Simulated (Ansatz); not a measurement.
# 1T-PbSeTe monolayer in a perpendicular field, part 3 of 4

What dipole does a perpendicular field induce in the 1T-PbSeTe monolayer? A positive field points along +c.

Ansatz 0.2.0; plane-wave DFT, PBE-D4, Ansatz PAW (the session's first sound run).

So far. Step 7 (Single point, field 0.25 V/Å): The dipole is 0.0900 e·Å, 0.116 e·Å from its value without field. Step 8 (Atoms held, field -0.25 V/Å): The dipole is -0.141 e·Å, -0.116 e·Å from its value without field.

## Step 9: Response, atoms held

This step: plane-wave DFT, PBE-D4, Ansatz PAW; response to a field along the normal, atoms held (Ansatz 0.2.0).

The dipoles give the slope, and the difference of two potentials shows where the field is screened.

This step gave:

| Item | Value |
| --- | --- |
| equivalent conductor thickness p/(ε₀AE) | 6.419 Å |
| distance between the outer atoms | 3.997 Å |

Dipole of the cell against applied field:

```
applied field (V/Å)  dipole of the cell (e·Å)
             -0.250                    -0.141
             -0.030                   -0.0397
              0.000                   -0.0258
              0.030                   -0.0119
              0.150                    0.0436
              0.250                    0.0900
```

Local field over the applied field, running mean. From the potentials at -0.03 and 0.03 V/Å; running mean over 2.5 Å. The local field over applied field by z:

```
z (Å)  local field over applied field
 4.11                           0.999
 4.55                           0.997
 4.84                           0.995
 5.28                           0.987
 5.57                           0.976
 6.01                           0.944
 6.31                           0.904
 6.75                           0.808
 7.04                           0.719
 7.48                           0.566
 7.77                           0.461
 8.21                           0.309
 8.51                           0.215
 8.95                           0.100
 9.39                          0.0362
 9.68                          0.0210
10.12                          0.0158
10.41                          0.0138
10.85                         0.00939
11.14                         0.00998
11.58                          0.0186
11.88                          0.0250
12.32                          0.0403
12.61                          0.0680
13.05                           0.155
13.49                           0.290
13.78                           0.393
14.22                           0.552
14.52                           0.657
14.96                           0.799
15.25                           0.873
15.69                           0.943
15.98                           0.968
16.42                           0.987
16.72                           0.993
17.16                           0.998
17.45                           0.999
17.89                           1.000
```

Electrons, planar mean, per unit field. Induced electron density against z:

```
z (Å)  induced electron density (e/Å³ per V/Å)
  4.5                                   1.0e-5
  5.0                                   3.2e-5
  5.5                                   9.7e-5
  6.0                                   2.7e-4
  6.5                                   7.1e-4
  7.0                                  0.00166
  7.5                                  0.00310
  8.0                                  0.00333
  8.5                                  0.00114
  9.0                                   3.2e-4
  9.5                                   5.7e-4
 10.0                                   5.8e-5
 10.5                                  -7.1e-4
 11.0                                  -1.2e-4
 11.5                                   5.2e-4
 12.0                                   2.2e-4
 12.5                                  -6.2e-4
 13.0                                  -6.0e-4
 13.5                                 -0.00223
 14.0                                 -0.00367
 14.5                                 -0.00242
 15.0                                 -0.00107
 15.5                                  -4.1e-4
 16.0                                  -1.4e-4
 16.5                                  -4.7e-5
 17.0                                  -1.4e-5
 17.5                                  -4.3e-6
```

By hand: between -0.03 and 0.03 V/Å the dipole changes by 0.02776 e·Å, a slope of 0.4627 e·Å²/V. A perfect conductor of thickness t has p = ε₀AEt, so t = 180.95 × 0.4627 / 13.043 = 6.42 Å (e/ε₀ = 180.95 V·Å, A in Å²).

The induced dipole is that of a conductor 6.42 Å thick.

## Step 10: Same geometry, cutoff 420 eV, functional LDA

This step: plane-wave DFT, LDA, Ansatz PAW (Ansatz 0.2.0).

The geometry is kept and the functional is LDA; other changes against the main runs: SCF threshold 1.0e-10 → 1.0e-09 eV, k-mesh 12×12×1 → 6×6×1 and no dispersion term, which doesn't act on the electrons.

The input, input.yaml:

```yaml
crystal:
  lattice:
    - [3.880750636, 0.0, 0.0]
    - [-1.940375318, 3.3608286365, 0.0]
    - [0.0, 0.0, 21.9965320215]
  atoms:
    - { symbol: Te, position: [0.6666666667, 0.3333333333, 0.4091554065] }
    - { symbol: Pb, position: [0.0, 0.0, 0.5145564916] }
    - { symbol: Se, position: [0.3333333333, 0.6666666667, 0.5908445935] }
kpoints:
  mp_grid: { grid: [6, 6, 1] }
hamiltonian:
  xc: lda
scf:
  occupations: { method: fermi_dirac, width: 0.05 }
  convergence: { dr2_threshold: 1.0e-09 }
efield:
  axis: 3
  dipole_correction: true
  ramp_position: 0.97
  ramp_width: 0.06
  amplitude: 0.1
output:
  write_potential: true
  write_density: true
  volumetric_format: npy
```

Command:

```sh
$ ansatz run input.yaml --threads 4 --pin off --max-ram 6144MiB --backend cpu --events-out ev --progress --plain --runs-dir out
```

Numbers of over 12 decimals in the logs are rounded to 6 here.

Output:

```text
[...]
Crystal: 3 atoms, lattice volume = 286.891 Å³
Basis set: ecut = 420 eV, 5677 PW (Γ)
Bands: 28, of which v1, the nominal top of the filled ones, is band 23 counted from 1 (22 counted from 0)
Symmetry: 6 space group operations
[...]
k-points: 7 of 36 (time reversal used)
[...]
SCF iter   1: F=—  HF=-23812.640623 eV  |F-HF|=—  |Δ(HF+E_count)|=         —  Δρ=1.26e-2  dr2=2.20e0  ethr=3.10e-3  p=0.046 e·Å  D=2.88e-2 V/Å  ΔV_dip=-0.63 eV  dr2_dipole=4.55e-1  V_vac-E_F(+/−)=6.68/5.32 eV  ⟨swp⟩=9.0  Hψ=1067  notcnv=0
[...]
SCF iter  11: F=-23812.386764 eV  HF=-23812.386764 eV  |F-HF|=1.48e-9  |Δ(HF+E_count)|=   1.37e-9  Δρ=4.00e-7  dr2=5.97e-10  ethr=2.17e-12  p=0.020 e·Å  D=1.25e-2 V/Å  ΔV_dip=-0.28 eV  dr2_dipole=9.42e-11  V_vac-E_F(+/−)=6.49/4.77 eV  ⟨swp⟩=2.7  Hψ=699  notcnv=0
SCF 1 converged in 11 iterations: F = -23812.386764 eV  dr2 = 5.97e-10
[...]
SCF converged after 11 iterations
Free energy (F): -23812.386764 eV
[...]
Internal energy: -23812.353528 eV  (E = F + TS)
E sigma→0 (E₀):  -23812.370146 eV
Entropy (-TS):   -0.033236 eV (-11.079 meV/atom)
Fermi energy:    -1.329625 eV
Dipole field:    D = 0.012530 V/Å  (p = 0.019866 e·Å, saw-weighted, corrected)
Work function:   not extracted (applied field tilts the vacuum); planar V_es + V_field profile in the machine report
[...]
--- Band table (eV; the first three rows and the last of 7) ---
  k-point 0: bands = [... 19 lower, -1.7083, -1.7083, -1.0669, -0.3912, -0.3912, 1.9384, 3.2420, 3.2420, ... 1 higher]
  k-point 1: bands = [... 19 lower, -3.0388, -2.0709, -2.0199, -0.7096, -0.5169, 2.0171, 3.0722, 3.4551, ... 1 higher]
  k-point 2: bands = [... 19 lower, -3.8240, -2.6816, -2.6731, -1.4564, -1.1971, 1.6651, 2.8477, 3.4085, ... 1 higher]
  k-point 6: bands = [... 19 lower, -4.4811, -4.4201, -2.9314, -2.3526, -1.7017, 1.9780, 2.0823, 3.5757, ... 1 higher]
```

Elapsed: 2.8 s, on 4 threads of Arm Neoverse V2, shared host; peak memory 0.51 GiB.

This step gave:

```yaml
energy_at_zero_smearing: -23812.3701 eV
dipole_along_the_normal: 0.01987 e·Å
```

The dipole is 0.0199 e·Å.

## Step 11: Same geometry, cutoff 420 eV, functional LDA (run 2)

The same run in the opposite field.

input.yaml: that of step 10 with these lines changed.

```diff
@@ -21,3 +21,3 @@
   ramp_width: 0.06
-  amplitude: 0.1
+  amplitude: -0.1
 output:
```

Output:

```text
[...]
Crystal: 3 atoms, lattice volume = 286.891 Å³
Basis set: ecut = 420 eV, 5677 PW (Γ)
Bands: 28, of which v1, the nominal top of the filled ones, is band 23 counted from 1 (22 counted from 0)
Symmetry: 6 space group operations
[...]
k-points: 7 of 36 (time reversal used)
[...]
k-point 0: bands = [... 19 lower, -1.6980, -1.6980, -1.0571, -0.3663, -0.3663, 1.9813, 3.2578, 3.2578, ... 1 higher]
  k-point 1: bands = [... 19 lower, -3.0377, -2.0600, -1.9936, -0.6853, -0.4993, 2.0397, 3.1132, 3.4711, ... 1 higher]
  k-point 2: bands = [... 19 lower, -3.8042, -2.6697, -2.6521, -1.4398, -1.1735, 1.6848, 2.8651, 3.4241, ... 1 higher]
  k-point 6: bands = [... 19 lower, -4.4625, -4.4041, -2.9180, -2.3239, -1.6835, 1.9962, 2.0973, 3.5985, ... 1 higher]
[key lines of the parts left out:]
SCF converged after 11 iterations
Free energy (F): -23812.392050 eV
Fermi energy:    -1.309926 eV
Dipole field:    D = -0.045846 V/Å  (p = -0.072687 e·Å, saw-weighted, corrected)
```

It took 2.3 s on 4 threads; peak memory 0.5 GiB.

The dipole is -0.0727 e·Å.

## Step 12: Response at this level

This step: plane-wave DFT, LDA, Ansatz PAW; response to a field along the normal, atoms held (Ansatz 0.2.0).

The two signs of the field give the slope at this level.

Numbers from this step:

```yaml
equivalent_conductor_thickness_p_eps_0ae: 6.420 Å
```

The induced dipole is that of a conductor 6.42 Å thick.

## Step 13: Same geometry, cutoff 420 eV, functional PBE

This step: plane-wave DFT, PBE, Ansatz PAW (Ansatz 0.2.0).

The geometry is kept and the functional is PBE; other changes against the main runs: SCF threshold 1.0e-10 → 1.0e-09 eV, k-mesh 12×12×1 → 6×6×1 and no dispersion term, which doesn't act on the electrons.

input.yaml: that of step 11 with these lines changed.

```diff
@@ -12,3 +12,3 @@
 hamiltonian:
-  xc: lda
+  xc: pbe
 scf:
@@ -21,3 +21,3 @@
   ramp_width: 0.06
-  amplitude: -0.1
+  amplitude: 0.1
 output:
```

Output:

```text
[...]
Crystal: 3 atoms, lattice volume = 286.891 Å³
Basis set: ecut = 420 eV, 5677 PW (Γ)
Bands: 28, of which v1, the nominal top of the filled ones, is band 23 counted from 1 (22 counted from 0)
Symmetry: 6 space group operations
[...]
k-points: 7 of 36 (time reversal used)
[...]
k-point 0: bands = [... 19 lower, -1.4692, -1.4692, -0.7425, -0.1123, -0.1123, 2.3210, 3.5813, 3.5813, ... 1 higher]
  k-point 1: bands = [... 19 lower, -2.7793, -1.8255, -1.7383, -0.4355, -0.2243, 2.3652, 3.4029, 3.7938, ... 1 higher]
  k-point 2: bands = [... 19 lower, -3.5570, -2.4283, -2.4215, -1.1569, -0.9290, 2.0073, 3.1789, 3.7394, ... 1 higher]
  k-point 6: bands = [... 19 lower, -4.2065, -4.1551, -2.6791, -2.1072, -1.3999, 2.3063, 2.4016, 3.9056, ... 1 higher]
[key lines of the parts left out:]
SCF converged after 12 iterations
Free energy (F): -24355.291737 eV
Fermi energy:    -1.047073 eV
Dipole field:    D = 0.012453 V/Å  (p = 0.019744 e·Å, saw-weighted, corrected)
```

It took 2.3 s on 4 threads; peak memory 0.51 GiB.

The dipole is 0.0197 e·Å.

## Step 14: Same geometry, cutoff 420 eV, functional PBE (run 2)

The same run in the opposite field.

input.yaml: that of step 13 with these lines changed.

```diff
@@ -21,3 +21,3 @@
   ramp_width: 0.06
-  amplitude: 0.1
+  amplitude: -0.1
 output:
```

Output:

```text
[...]
Crystal: 3 atoms, lattice volume = 286.891 Å³
Basis set: ecut = 420 eV, 5677 PW (Γ)
Bands: 28, of which v1, the nominal top of the filled ones, is band 23 counted from 1 (22 counted from 0)
Symmetry: 6 space group operations
[...]
k-points: 7 of 36 (time reversal used)
[...]
k-point 0: bands = [... 19 lower, -1.4586, -1.4586, -0.7318, -0.0870, -0.0870, 2.3708, 3.5976, 3.5976, ... 1 higher]
  k-point 1: bands = [... 19 lower, -2.7780, -1.8143, -1.7118, -0.4108, -0.2061, 2.3907, 3.4588, 3.8104, ... 1 higher]
  k-point 2: bands = [... 19 lower, -3.5369, -2.4161, -2.4001, -1.1398, -0.9050, 2.0279, 3.1970, 3.7555, ... 1 higher]
  k-point 6: bands = [... 19 lower, -4.1874, -4.1390, -2.6655, -2.0778, -1.3814, 2.3253, 2.4172, 3.9293, ... 1 higher]
[key lines of the parts left out:]
SCF converged after 12 iterations
Free energy (F): -24355.297049 eV
Fermi energy:    -1.027097 eV
Dipole field:    D = -0.045951 V/Å  (p = -0.072854 e·Å, saw-weighted, corrected)
```

The job ended after 2.4 s (4 threads; peak memory 0.53 GiB).

The dipole is -0.0729 e·Å.

## Step 15: Response at this level

This step: plane-wave DFT, PBE, Ansatz PAW; response to a field along the normal, atoms held (Ansatz 0.2.0).

The induced dipole is that of a conductor 6.42 Å thick.

## Step 16: Same geometry, cutoff 500 eV, functional r2SCAN

This step: plane-wave DFT, r2SCAN, Ansatz PAW (Ansatz 0.2.0).

The geometry is kept and the functional is r2SCAN; other changes against the main runs: SCF threshold 1.0e-10 → 1.0e-09 eV, cutoff 420 → 500, k-mesh 12×12×1 → 6×6×1 and no dispersion term, which doesn't act on the electrons.

input.yaml: that of step 14 with these lines changed.

```diff
@@ -12,3 +12,3 @@
 hamiltonian:
-  xc: pbe
+  xc: r2scan
 scf:
@@ -21,3 +21,3 @@
   ramp_width: 0.06
-  amplitude: -0.1
+  amplitude: 0.1
 output:
```

Output:

```text
[...]
Crystal: 3 atoms, lattice volume = 286.891 Å³
Basis set: ecut = 500 eV, 7263 PW (Γ), exchange–correlation on 120×120×648 points (64 copies of the dense FFT grid, shifted against one another)
Bands: 28, of which v1, the nominal top of the filled ones, is band 23 counted from 1 (22 counted from 0)
Symmetry: 6 space group operations
[...]
k-point 0: bands = [... 19 lower, -1.7731, -1.7731, -0.8209, -0.2886, -0.2886, 2.6224, 3.6516, 3.6516, ... 1 higher]
  k-point 1: bands = [... 19 lower, -3.0925, -2.1340, -1.9381, -0.6272, -0.3498, 2.5372, 3.6385, 3.8726, ... 1 higher]
  k-point 2: bands = [... 19 lower, -3.8654, -2.7492, -2.7144, -1.3182, -1.1456, 2.1610, 3.3307, 3.8267, ... 1 higher]
  k-point 6: bands = [... 19 lower, -4.5263, -4.4671, -2.9743, -2.3927, -1.5741, 2.4107, 2.5259, 4.0548, ... 1 higher]
[key lines of the parts left out:]
SCF converged after 12 iterations
Free energy (F): -24393.737999 eV
Fermi energy:    -1.235342 eV
Dipole field:    D = 0.011247 V/Å  (p = 0.017832 e·Å, saw-weighted, corrected)
```

Elapsed: 6.1 s, on 4 threads; peak memory 1 GiB.

The dipole is 0.0178 e·Å.

## Step 17: Same geometry, cutoff 500 eV, functional r2SCAN (run 2)

The same run in the opposite field.

input.yaml: that of step 16 with these lines changed.

```diff
@@ -21,3 +21,3 @@
   ramp_width: 0.06
-  amplitude: 0.1
+  amplitude: -0.1
 output:
```

Output:

```text
[...]
Crystal: 3 atoms, lattice volume = 286.891 Å³
Basis set: ecut = 500 eV, 7263 PW (Γ), exchange–correlation on 120×120×648 points (64 copies of the dense FFT grid, shifted against one another)
Bands: 28, of which v1, the nominal top of the filled ones, is band 23 counted from 1 (22 counted from 0)
Symmetry: 6 space group operations
[...]
k-point 0: bands = [... 19 lower, -1.7630, -1.7630, -0.8089, -0.2630, -0.2630, 2.6693, 3.6680, 3.6680, ... 1 higher]
  k-point 1: bands = [... 19 lower, -3.0919, -2.1233, -1.9115, -0.6021, -0.3313, 2.5620, 3.6852, 3.8893, ... 1 higher]
  k-point 2: bands = [... 19 lower, -3.8455, -2.7375, -2.6928, -1.3008, -1.1212, 2.1816, 3.3488, 3.8429, ... 1 higher]
  k-point 6: bands = [... 19 lower, -4.5075, -4.4516, -2.9609, -2.3623, -1.5555, 2.4299, 2.5415, 4.0780, ... 1 higher]
[key lines of the parts left out:]
SCF converged after 12 iterations
Free energy (F): -24393.743614 eV
Fermi energy:    -1.215259 eV
Dipole field:    D = -0.046652 V/Å  (p = -0.073966 e·Å, saw-weighted, corrected)
```

Run time: 5.9 s. Hardware: 4 threads; peak memory 1 GiB.

The dipole is -0.0740 e·Å.

## Step 18: Response at this level

This step: plane-wave DFT, r2SCAN, Ansatz PAW; response to a field along the normal, atoms held (Ansatz 0.2.0).

The induced dipole is that of a conductor 6.37 Å thick.

## Step 19: Same geometry, cutoff 420 eV, functional HSE06

This step: plane-wave DFT, HSE06, Ansatz PAW (Ansatz 0.2.0).

The geometry is kept and the functional is HSE06; other changes against the main runs: SCF threshold 1.0e-10 → 1.0e-09 eV, k-mesh 12×12×1 → 6×6×1 and no dispersion term, which doesn't act on the electrons.

input.yaml: that of step 17 with these lines changed.

```diff
@@ -12,3 +12,3 @@
 hamiltonian:
-  xc: r2scan
+  xc: hse06
 scf:
@@ -21,3 +21,3 @@
   ramp_width: 0.06
-  amplitude: -0.1
+  amplitude: 0.1
 output:
```

Output:

```text
[...]
Crystal: 3 atoms, lattice volume = 286.891 Å³
Basis set: ecut = 420 eV, 5677 PW (Γ)
Bands: 28, of which v1, the nominal top of the filled ones, is band 23 counted from 1 (22 counted from 0)
Symmetry: 6 space group operations
[...]
k-points: 7 of 36 (time reversal used)
[...]
k-point 0: bands = [... 19 lower, -1.9801, -1.9801, -0.7642, -0.1775, -0.1775, 2.5806]
  k-point 1: bands = [... 19 lower, -3.3768, -2.3655, -2.0817, -0.5710, -0.2594, 2.6071]
  k-point 2: bands = [... 19 lower, -4.2202, -3.0221, -2.9847, -1.3611, -1.1771, 2.2537]
  k-point 6: bands = [... 19 lower, -4.9306, -4.8914, -3.2614, -2.6522, -1.6377, 2.5568]
  guard bands above this table: 3 of the run's 28 bands. The solve was not asked for them (output.publish_guard_bands: true or output.eigenvalues: true publishes all)
[key lines of the parts left out:]
Free energy (F): -24364.536358 eV
Fermi energy:    -1.268669 eV
Dipole field:    D = 0.011365 V/Å  (p = 0.018019 e·Å, saw-weighted, corrected)
```

The job ended after 36 s (4 threads; peak memory 3.7 GiB).

The dipole is 0.0180 e·Å.

## Step 20: Same geometry, cutoff 420 eV, functional HSE06 (run 2)

The same run in the opposite field.

input.yaml: that of step 19 with these lines changed.

```diff
@@ -21,3 +21,3 @@
   ramp_width: 0.06
-  amplitude: 0.1
+  amplitude: -0.1
 output:
```

Output:

```text
[...]
Crystal: 3 atoms, lattice volume = 286.891 Å³
Basis set: ecut = 420 eV, 5677 PW (Γ)
Bands: 28, of which v1, the nominal top of the filled ones, is band 23 counted from 1 (22 counted from 0)
Symmetry: 6 space group operations
[...]
k-points: 7 of 36 (time reversal used)
[...]
--- Band table (eV; the first three rows and the last of 7) ---
  k-point 0: bands = [... 19 lower, -1.9699, -1.9699, -0.7546, -0.1519, -0.1519, 2.6374]
  k-point 1: bands = [... 19 lower, -3.3772, -2.3547, -2.0552, -0.5455, -0.2423, 2.6357]
  k-point 2: bands = [... 19 lower, -4.2006, -3.0103, -2.9639, -1.3452, -1.1520, 2.2745]
  k-point 6: bands = [... 19 lower, -4.9121, -4.8764, -3.2492, -2.6216, -1.6203, 2.5758]
[...]
[key lines of the parts left out:]
Free energy (F): -24364.541966 eV
Fermi energy:    -1.249486 eV
Dipole field:    D = -0.046716 V/Å  (p = -0.074066 e·Å, saw-weighted, corrected)
```

Elapsed: 36 s, on 4 threads; peak memory 3.8 GiB.

The dipole is -0.0741 e·Å.

## Step 21: Comparing the runs

Times are for 4 threads of Arm Neoverse V2, shared host. Results by setting:

```
no.  functional     field  dipole along the normal (e·Å)   time  memory (GiB)
  1         lda   0.1 V/Å                        0.01987  2.8 s          0.51
  2         lda  -0.1 V/Å                       -0.07269  2.3 s           0.5
  3         pbe   0.1 V/Å                        0.01974  2.3 s          0.51
  4         pbe  -0.1 V/Å                       -0.07285  2.4 s          0.53
  5      r2scan   0.1 V/Å                        0.01783  6.1 s           1.0
  6      r2scan  -0.1 V/Å                       -0.07397  5.9 s           1.0
  7       hse06   0.1 V/Å                        0.01802   36 s           3.7
  8       hse06  -0.1 V/Å                       -0.07407   36 s           3.8
```

## Step 22: Response at this level

This step: plane-wave DFT, HSE06, Ansatz PAW; response to a field along the normal, atoms held (Ansatz 0.2.0).

The induced dipole is that of a conductor 6.39 Å thick.

(Continued in part 4 of 4.)

[Logs are printed without paths, hosts, clocks, repeated set-up lines and the standing remarks that a program may print on its own settings, such as how far it seeks lower states.]

[Hosts, paths, dates, database ids (printed as entryN), source tags and the programs' standing remarks are cut or masked in the printed files.]

[Maps of the electrostatic potential energy from Ansatz leave out the sawtooth potential of an applied field or a dipole correction, so their vacuum need not be flat; planar profiles and work functions include it.]
